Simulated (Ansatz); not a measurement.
# Tl (Im-3m) in Ansatz: notebook

The runs below take Tl through relaxation of cell and atoms, with r2SCAN.

Everything below comes from runs of Ansatz 0.2.0. Logs are shortened: lines on timing, memory, paths and dates and some standing lists are left out, and cuts for length are marked.

### 1 The structure

Symmetry: Im-3m, No. 229, cubic system. The conventional cell has a = 3.912 Å, b = 3.912 Å, c = 3.912 Å, α = 90.00°, β = 90.00°, γ = 90.00°. Tl (site symmetry m-3m) has 8 Tl at 3.39 Å as nearest neighbours.

This isn't the form of Tl at room conditions, which is hcp.

### 2 Relaxation of cell and atoms, r2SCAN

input.yaml

```yaml
crystal:
  lattice:
    - [-1.9559951735, 1.9559951735, 1.9559951735]
    - [1.9559951735, -1.9559951735, 1.9559951735]
    - [1.9559951735, 1.9559951735, -1.9559951735]
  atoms:
    - { symbol: Tl, position: [0.0, 0.0, 0.0] }
hamiltonian:
  xc: r2scan
  pseudopotentials: { kind: paw }
kpoints:
  mp_grid: { grid: [10, 10, 10] }
scf:
  occupations: { method: fermi_dirac, width: 0.05 }
output:
  forces: true
  stress: true
  eigenvalues: true
relax:
  f_tol: 0.01
  max_steps: 40
  cell: { stress_tol: 0.05 }
```

Potentials or basis: Ansatz PAW.

Launch:

```
$ ansatz run input.yaml --threads 2 --pin off --max-ram 5632MiB --backend cpu --events-out ev --progress --plain --runs-dir out
```

The log of the run:

```text
Warning: RAYON_NUM_THREADS=2 ignored (pool sized by the plan → 2); use --threads N
Engine: ansatz 0.2.0, x86_64-unknown-linux-gnu
Pseudopotentials: kind: paw
Pseudopotential: Tl, paw, valence charge 13, recommended cutoff 500 eV (meta_gga), Tl.paw.azcp
Functional definition: r2SCAN
  parameter k0 = 0.174
  parameter k1 = 0.065
  parameter a1 = 4.9479
  exchange = r2scan_x(k0 = k0, k1 = k1, a1 = a1)
  correlation = r2scan_c
Crystal: 1 atoms, lattice volume = 29.934 Å³
Basis set: ecut = 500 eV, 767 PW (Γ), exchange–correlation on 100×100×100 points (64 copies of the dense FFT grid, shifted against one another)
Bands: 11, of which v1, the nominal top of the filled ones, is band 7 counted from 1 (6 counted from 0)
Symmetry: 48 space group operations
Space group: Im-3m (ITA 229), of the structure as read, at distance tolerance 3.1e-5 Å
k-points: 47 of 1000
Non-local potential: Tl, projectors of the file, l = 0: 2, l = 1: 2, l = 2: 2, l = 3: 1
PAW form: soft (Blöchl's): semilocal exchange-correlation on the pseudo side does not see the compensation charge
PAW frozen core: Tl, regenerated for the run's functional (the file was generated under x = pbe(κ = 0.804, μ = 0.2195149727645171), c = pbe(β = 0.06672455060314922))
PAW one-centre angular grid: Tl, 590 points (default); XC on 160 Gauss nodes
Initial density: superposition of atomic densities (neutral atoms: chi_scale 0, normalization atom), corrected by the library's trained network
Initial wavefunctions: pseudopotential atomic-orbital guess
Functional: x = r2scan, c = r2scan; τ floored in thin density (d = 2e-4 eV/Å³)
SCF iter   1: F=—  HF=-11458.596714 eV  |F-HF|=—  |Δ(HF+E_count)|=         —  Δρ=7.68e-3  dr2=1.51e-2  dr2_τ=5.72e-3  ethr=1.77e-3  ⟨swp⟩=5.9  Hψ=3480  notcnv=0
preconditioner: auto → none  [insulator: Δε(μ)=0.231 eV  Ē_g=18.431 eV  σ=0.050 eV  W_gap=0.70  n_scr=12 (ndim 8)  ℏωp=24.5 eV  f_vac=0.000  D(μ)=0.33/eV (n_scr^D=0)  ε∞_Penn≈2.8]
SCF iter   2: F=—  HF=-11458.591509 eV  |F-HF|=—  |Δ(HF+E_count)|=   5.20e-3  Δρ=1.05e-3  dr2=1.04e-4  dr2_τ=4.45e-4  ethr=1.16e-4  ⟨swp⟩=2.2  Hψ=1355  notcnv=0  defer=18
SCF iter   3: F=—  HF=-11458.591766 eV  |F-HF|=—  |Δ(HF+E_count)|=   2.57e-4  Δρ=4.23e-4  dr2=1.76e-5  dr2_τ=4.21e-6  ethr=7.97e-7  ⟨swp⟩=2.0  Hψ=803  notcnv=0  defer=18
SCF iter   4: F=—  HF=-11458.591819 eV  |F-HF|=—  |Δ(HF+E_count)|=   5.30e-5  Δρ=4.92e-5  dr2=5.84e-7  dr2_τ=2.13e-8  ethr=1.36e-7  ⟨swp⟩=2.0  Hψ=807  notcnv=0  defer=18
iter 5 did not close the SCF: its close was put off for the readings that it lacked (scf_convergence_deferred on its scf_iter line)
SCF iter   5: F=-11458.591819 eV  HF=-11458.591819 eV  |F-HF|=8.55e-9  |Δ(HF+E_count)|=   5.51e-7  Δρ=4.71e-6  dr2=5.96e-9  dr2_τ=4.11e-10  ethr=4.50e-9  ⟨swp⟩=2.0  Hψ=800  notcnv=0  defer=18
SCF iter   6: F=-11458.591819 eV  HF=-11458.591819 eV  |F-HF|=2.98e-10  |Δ(HF+E_count)|=   1.19e-8  Δρ=1.48e-6  dr2=7.80e-10  dr2_τ=7.33e-11  ethr=4.58e-11  ⟨swp⟩=3.5  Hψ=1887  notcnv=0
SCF 1 converged in 6 iterations: F = -11458.591819 eV  dr2 = 7.80e-10
relax step   1: F+E_penalty+E_count = -11458.59181944 eV  Δ(F+E_penalty+E_count) = +0.000e0 eV  max|allowed force component| = 0.000e0 eV/Å  Δτ_max = 0.0000 Å  P = +0.073 GPa  Ω = 29.934 Å³  (6 SCF iters, dr2 threshold 1.00e-7 eV, accepted)
Crystal: 1 atoms, lattice volume = 29.983 Å³
Initial density: handed on by an earlier stage of this run
Initial wavefunctions: those handed on with the density
[... 12 lines left out ...]
SCF iter   2: F=—  HF=-11458.591833 eV  |F-HF|=—  |Δ(HF+E_count)|=   2.31e-6  Δρ=1.32e-6  dr2=3.22e-10  dr2_τ=1.89e-10  ethr=6.75e-11  ⟨swp⟩=2.0  Hψ=805  notcnv=0
SCF iter   3: F=—  HF=-11458.591833 eV  |F-HF|=—  |Δ(HF+E_count)|=  3.07e-10  Δρ=5.26e-7  dr2=5.46e-11  dr2_τ=4.22e-12  ethr=2.48e-12  ⟨swp⟩=2.0  Hψ=586  notcnv=0
SCF iter   4: F=-11458.591833 eV  HF=-11458.591833 eV  |F-HF|=1.27e-11  |Δ(HF+E_count)|=  5.28e-11  Δρ=3.74e-8  dr2=3.26e-13  dr2_τ=2.01e-14  ethr=1.00e-12  ⟨swp⟩=5.5  Hψ=2067  notcnv=0
SCF 3 converged in 4 iterations: F = -11458.591833 eV  dr2 = 3.26e-13
relax step   3: F+E_penalty+E_count = -11458.59183335 eV  Δ(F+E_penalty+E_count) = -1.066e-6 eV  max|allowed force component| = 0.000e0 eV/Å  Δτ_max = 0.0000 Å  P = +0.020 GPa  Ω = 29.983 Å³  stress off target by 1.98e-2 GPa  SCF on the basis re-selected at this cell (its energy is not comparable with the rows above)  (4 SCF iters)
basis re-selected at this cell: Δ(F+E_penalty+E_count) = -1.066e-6 eV, ΔP = -0.000 GPa vs the last step (what re-selecting the basis moved, of the pressure what is left beyond the Pulay correction that the steps carried, after the strain that the cell walked since its last selection, with what the two solves' SCF thresholds leave and, on support functions, any second-order correction that the steps lacked; it is no measure of the basis error at this ecutwfc). This SCF's stress stands 1.98e-2 GPa from its target on what of the cell is left free (relax.cell.stress_tol is 5.00e-2 GPa) and its largest allowed force component is 0.00e0 eV/Å (relax.f_tol is 1.00e-2 eV/Å): within both
SCF converged after 4 iterations
Free energy (F): -11458.591833 eV
Harris-Foulkes:  -11458.591833 eV  (|F-HF|=1.27e-11)
Internal energy: -11458.589160 eV  (E = F + TS)
E sigma→0 (E₀):  -11458.590497 eV
Entropy (-TS):   -0.002673 eV (-2.673 meV/atom)
Fermi energy:    9.684726 eV
--- Per-component energies (eV) ---
  E_band       = -7.027549
  E_kinetic    = 334.210271
  E_local      = -904.659837  (includes V_loc(G=0)·N_el)
  E_nonlocal   = 317.291170
  E_hartree    = 335.039789
  E_xc         = -218.521883
  E_vxc        = -156.590911  (∫ρ·V_xc dr)
  E_paw        = -10191.672497  (= ΣΔE_a)
  E_vpaw       = -279.424882  (= ΣTr[D̂ρ^β])
  E_aug_tail   = 0.000019  (compensation charges beyond the density's cutoff)
  E_vtau       = 12.067032  (kinetic-family band-sum trace: ∫τ·v_τ [+ j·A + Jᵃ·Aᵃ] dr)
  E_ewald      = -1131.315952
  E_core_change = 1.039761  (= ΣΔE_core)
  E_smearing   = -0.002673  (= −TS)
  E_closure    = 0.000000  (closes the sum)
  Σ components = -11458.591833   (vs F -11458.591833, Δ=0.00e0)
--- Forces (eV/Å), atoms counted from 1 ---
  atom   1  Tl    -0.00000000     0.00000000    -0.00000000
  max |Σ_I F_I| component: 1.07e-31 eV/Å
--- Stress (GPa, compression-positive) ---
        0.019797       0.000000       0.000000
       -0.000000       0.019797      -0.000000
       -0.000000       0.000000       0.019797
  P = ⅓ Tr σ = 0.0198 GPa (0.198 kbar)
--- Band table (eV; the first three rows and the last of 47) ---
  k-point 0: bands = ["-2.5065", "-2.5065", "-2.5065", "-2.1081", "-2.1081", "-0.4099", "20.3413", "20.3413", "20.3413", "22.5651", "22.5651"]
  k-point 1: bands = ["-2.5225", "-2.4948", "-2.4478", "-2.1252", "-2.1086", "-0.1834", "18.2854", "19.5789", "19.9123", "21.7922", "22.3231"]
  k-point 2: bands = ["-2.5641", "-2.4896", "-2.2898", "-2.1576", "-2.1094", "0.5115", "14.8770", "18.1117", "18.8923", "20.9643", "21.8769"]
  k-point 46: bands = ["-2.6818", "-2.6818", "-1.9089", "-1.9089", "-1.9089", "7.7356", "11.1892", "11.1892", "11.1892", "16.4937", "16.4937"]
--- Relaxed structure (2 steps of the walk, 2 accepted, 1 SCFs on fresh bases) ---
  F+E_penalty+E_count = -11458.59183335 eV   max|allowed force component| = 0.000e0 eV/Å   (the final SCF, on the basis selected at the relaxed cell)
  cell:  # Å, volume = 29.9829 Å³
    - [-1.9570617007514848, 1.9570617007514848, 1.9570617007514848]
    - [1.9570617007514848, -1.9570617007514848, 1.9570617007514848]
    - [1.9570617007514848, 1.9570617007514848, -1.9570617007514848]
  atoms:
    - { symbol: Tl, position: [0.0, 0.0, 0.0] }
```

Wall time 3.9 s (2 threads of Intel Xeon Platinum 8488C (Sapphire Rapids), shared host); peak memory 0.43 GiB.

What came out:

| Item | Value |
| --- | --- |
| Free energy | -11458.5918 eV |
| Relaxed volume | 29.98 Å³/atom |
| Relaxed cell | a = 3.390 Å, b = 3.390 Å, c = 3.390 Å, α = 109.47°, β = 109.47°, γ = 109.47° |
| Space group after relaxing (to 0.05 Å) | Im-3m (No. 229) |
| Energy gained by relaxing | 0.0 meV/atom |
| Ionic steps | 3 |
| Pressure after relaxing | 0.0 GPa |
| Band gap on the k mesh | none (metal or under the smearing width) |

Final structure:
```yaml
crystal:
  lattice:
    - [-1.95706, 1.95706, 1.95706]
    - [1.95706, -1.95706, 1.95706]
    - [1.95706, 1.95706, -1.95706]
  atoms:
    - { symbol: Tl, position: [0.00000, 0.00000, 0.00000] }
```

Caveat: the plane-wave basis is chosen anew once the cell has moved, so the energies of steps on either side of that aren't comparable; the PAW data sets come from PBE, with cores solved anew for the run's functional, which leaves a small shift of forces and pressure. Spin-orbit coupling is left out, which matters for the levels of Tl.

### 3 Relaxation of cell and atoms, r2SCAN, target pressure 2 GPa, at which the enthalpy is minimised

Edit input.yaml of step 2 so:

```diff
@@ -21,2 +21,2 @@
   max_steps: 40
-  cell: { stress_tol: 0.05 }
+  cell: { stress_tol: 0.05, p_target: 2.0 }
```

Potentials or basis: Ansatz PAW.

Launch:

```
$ ansatz run input.yaml --threads 2 --pin off --max-ram 5632MiB --backend cpu --events-out ev --progress --plain --runs-dir out
```

Run time: 4.9 s. Hardware: 2 threads of Intel Xeon Platinum 8488C (Sapphire Rapids), shared host; peak memory 0.4 GiB.

Results (log left out):

```
Free energy                                            : -11458.5824 eV
Relaxed volume                                         : 28.42 Å³/atom
Relaxed cell                                           : a = 3.330 Å, b = 3.330 Å, c = 3.330 Å, α = 109.47°, β = 109.47°, γ = 109.47°
Space group after relaxing (to 0.05 Å)                 : Im-3m (No. 229)
Energy change on relaxing (the enthalpy is what falls) : +9.5 meV/atom
Ionic steps                                            : 4
Pressure after relaxing                                : 2.0 GPa
Band gap on the k mesh                                 : none (metal or under the smearing width)
```

The path:
```
step  energy change (eV)  largest force (eV/Å)  volume (Å³)
   1              0.0000                0.0000        29.93
   2              0.0066                0.0000        28.67
   3              0.0094                0.0000        28.42
   4              0.0095                0.0000        28.42
```

Final structure:
```
Tl
1.0
    -1.92245    1.92245    1.92245
     1.92245   -1.92245    1.92245
     1.92245    1.92245   -1.92245
Tl
1
Direct
  0.00000 0.00000 0.00000
```

Levels at points of the mesh, in eV from the Fermi level:
| k point | band 3 | band 4 | band 5 | band 6 | band 7 | band 8 | band 9 | band 10 |
| --- | --- | --- | --- | --- | --- | --- | --- | --- |
| (0.00, 0.00, 0.00) | -12.25 | -11.80 | -11.80 | -10.44 | 11.27 | 11.27 | 11.27 | 13.04 |
| (0.00, 0.00, -0.50) | -11.83 | -11.80 | -11.50 | -5.21 | -2.76 | 6.07 | 7.56 | 10.78 |
| (-0.50, -0.50, -0.50) | -11.57 | -11.57 | -11.57 | -1.60 | 1.52 | 1.52 | 1.52 | 7.02 |

Caveat: the plane-wave basis is chosen anew once the cell has moved, so the energies of steps on either side of that aren't comparable; the PAW data sets come from PBE, with cores solved anew for the run's functional, which leaves a small shift of forces and pressure. Spin-orbit coupling is left out, which matters for the levels of Tl.

### 4 Relaxation of cell and atoms, r2SCAN, target pressure 5 GPa, at which the enthalpy is minimised

Edit input.yaml of step 3 so:

```diff
@@ -18,2 +18,6 @@
   eigenvalues: true
+  write_density: true
+  write_potential: true
+  elf: true
+  volumetric_format: npy
 relax:
@@ -21,2 +25,2 @@
   max_steps: 40
-  cell: { stress_tol: 0.05, p_target: 2.0 }
+  cell: { stress_tol: 0.05, p_target: 5.0 }
```

Launch:

```
$ ansatz run input.yaml --threads 2 --pin off --max-ram 5632MiB --backend cpu --events-out ev --progress --plain --runs-dir out
```

Run time: 3.9 s. Hardware: 2 threads of Intel Xeon Platinum 8488C (Sapphire Rapids), shared host; peak memory 0.43 GiB.

Results (log left out):

| Item | Value |
| --- | --- |
| Free energy | -11458.5468 eV |
| Relaxed volume | 26.76 Å³/atom |
| Relaxed cell | a = 3.264 Å, b = 3.264 Å, c = 3.264 Å, α = 109.47°, β = 109.47°, γ = 109.47° |
| Space group after relaxing (to 0.05 Å) | Im-3m (No. 229) |
| Energy change on relaxing (the enthalpy is what falls) | +45.1 meV/atom |
| Ionic steps | 3 |
| Pressure after relaxing | 5.0 GPa |
| Band gap on the k mesh | none (metal or under the smearing width) |

The path:
| step | energy change (eV) | largest force (eV/Å) | volume (Å³) |
| --- | --- | --- | --- |
| 1 | 0.0000 | 0.0000 | 29.93 |
| 2 | 0.0450 | 0.0000 | 26.76 |
| 3 | 0.0451 | 0.0000 | 26.76 |

Final structure:
```
Tl
1.0
    -1.88437    1.88437    1.88437
     1.88437   -1.88437    1.88437
     1.88437    1.88437   -1.88437
Tl
1
Cartesian
  0.0000 0.0000 0.0000
```

Levels at points of the mesh, in eV from the Fermi level:
| k point | band 2 | band 3 | band 4 | band 5 | band 6 | band 7 | band 8 | band 9 | band 10 | band 11 |
| --- | --- | --- | --- | --- | --- | --- | --- | --- | --- | --- |
| (0.00, 0.00, 0.00) | -12.35 | -12.35 | -11.82 | -11.82 | -10.88 | 11.98 | 11.98 | 11.98 | 13.18 | 13.18 |
| (0.00, 0.00, -0.50) | -12.55 | -11.86 | -11.82 | -11.47 | -5.15 | -3.01 | 6.35 | 7.78 | 11.31 | 12.35 |
| (-0.50, -0.50, -0.50) | -12.61 | -11.56 | -11.56 | -11.56 | -1.21 | 1.52 | 1.52 | 1.52 | 7.25 | 7.25 |

Caveat: the plane-wave basis is chosen anew once the cell has moved, so the energies of steps on either side of that aren't comparable; the PAW data sets come from PBE, with cores solved anew for the run's functional, which leaves a small shift of forces and pressure.

### 5 The runs side by side

| cell | target pressure (GPa) | gap on the mesh (eV) | pressure (GPa) |
| --- | --- | --- | --- |
| relaxed | 0 | none | 0.0 |
| relaxed to 2 GPa | 2 | none | 2.0 |
| relaxed to 5 GPa | 5 | none | 5.0 |

Alike in all rows: task relaxation of cell and atoms; level r2SCAN; potentials or basis Ansatz PAW; no spin polarisation; k mesh 10 × 10 × 10; cutoff (eV) 500; smearing fermi-dirac 0.05 eV.

Caveats: the plane-wave basis is chosen anew once the cell has moved, so the energies of steps on either side of that aren't comparable; the PAW data sets come from PBE, with cores solved anew for the run's functional, which leaves a small shift of forces and pressure.

Absolute energies hang on the potentials; compare differences alone.
